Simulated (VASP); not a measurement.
Here is a VASP 6.6.1 calculation.

The input INCAR:

```
SYSTEM = FeNi
PREC = Accurate
ENCUT = 520
EDIFF = 1E-6
ISMEAR = -1
SIGMA = 0.05
LREAL = .False.
LASPH = .True.
NELM = 120
ALGO = Normal
ISIF = 2
LWAVE = .False.
LCHARG = .False.
ISPIN = 2
MAGMOM = 1 3
LORBIT = 11
LMAXMIX = 4
METAGGA = MS2
LMIXTAU = .True.
```

File KPOINTS:

```
regular mesh
0
Gamma
  10 10 8
  0 0 0
```

Contents of POSCAR:

```
FeNi
1.0
    2.5330000000      0.0000000000      0.0000000000
    0.0000000000      2.5330000000      0.0000000000
    0.0000000000      0.0000000000      3.5820000000
Ni Fe
1 1
Direct
    0.5000000000      0.5000000000      0.5000000000
    0.0000000000      0.0000000000      0.0000000000
```

KPOINTS_OPT

```
path GXMGZRAZ,XR,MA
15
line-mode
reciprocal
 0.0000000000  0.0000000000  0.0000000000  G
 0.0000000000  0.5000000000  0.0000000000  X

 0.0000000000  0.5000000000  0.0000000000  X
 0.5000000000  0.5000000000  0.0000000000  M

 0.5000000000  0.5000000000  0.0000000000  M
 0.0000000000  0.0000000000  0.0000000000  G

 0.0000000000  0.0000000000  0.0000000000  G
 0.0000000000  0.0000000000  0.5000000000  Z

 0.0000000000  0.0000000000  0.5000000000  Z
 0.0000000000  0.5000000000  0.5000000000  R

 0.0000000000  0.5000000000  0.5000000000  R
 0.5000000000  0.5000000000  0.5000000000  A

 0.5000000000  0.5000000000  0.5000000000  A
 0.0000000000  0.0000000000  0.5000000000  Z

 0.0000000000  0.5000000000  0.0000000000  X
 0.0000000000  0.5000000000  0.5000000000  R

 0.5000000000  0.5000000000  0.0000000000  M
 0.5000000000  0.5000000000  0.5000000000  A
```

Potentials or basis: VASP PAW PBE potentials, release 64 (Ni, Fe).

Command:

```console
$ cat potpaw_PBE.64/Ni/POTCAR potpaw_PBE.64/Fe/POTCAR > POTCAR
$ mpirun -np 1 vasp_std > vasp.out
```

(1) Predict the band gap along the path.

(2) Estimate the net moment.

## Answers

(1) none (metal or under the smearing width).

(2) 3.49 μB per cell.
